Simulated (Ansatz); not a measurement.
## MoS2 in Ansatz: the effect of Hubbard term

Crystal: MoS2.

```
CELL_PARAMETERS angstrom
1.58000 0.91221 6.15000
-1.58000 0.91221 6.15000
0.00000 -1.82443 6.15000
ATOMIC_POSITIONS crystal
Mo 0.00000 0.00000 0.00000
S 0.41700 0.41700 0.41700
S 0.25000 0.25000 0.25000
```

Measurements of this composition are mostly on another form, of space group No. 194.

Alike in all runs:

* Program: Ansatz 0.2.0
* Task: density of states
* Functional: PBEsol
* Potentials or basis: all-electron LAPW, scalar-relativistic
* Cutoff: 246 eV (chosen from the basis error)
* Basis error allowed: 0.002 eV/atom
* k mesh: 10 × 10 × 10
* Occupations: fermi-dirac, width 0.05 eV
* Spin: no spin polarisation

```csv
Hubbard term,gap on the mesh (eV),pressure (GPa),largest force (eV/Å)
none,0.91,0.4,0.26
Mo d U = 2 eV,0.95,0.3,0.25
Mo d U = 4 eV,?,?,?
Mo d U = 6 eV,0.88,0.5,0.23
Mo d U = 8 eV,0.75,1.8,0.19
```

What does the run with Hubbard term Mo d U = 4 eV give?

gap on the mesh 0.95 eV; pressure 0.3 GPa; largest force 0.24 eV/Å.

Worked out: A parabola through the other rows of the gap on the mesh, of slope -0.0195 eV per eV there, gives 0.94 eV, against the run's 0.95. A parabola through the other rows of the pressure, of slope 0.15 GPa per eV there, gives 0.2 GPa, against the run's 0.3. A parabola through the other rows of the largest force, of slope -0.008 eV/Å per eV there, gives 0.24 eV/Å, against the run's 0.24.

Caveats: U is the effective U less J, on atomic orbitals that reach past the spheres (some runs).

A k mesh can miss the band edges.
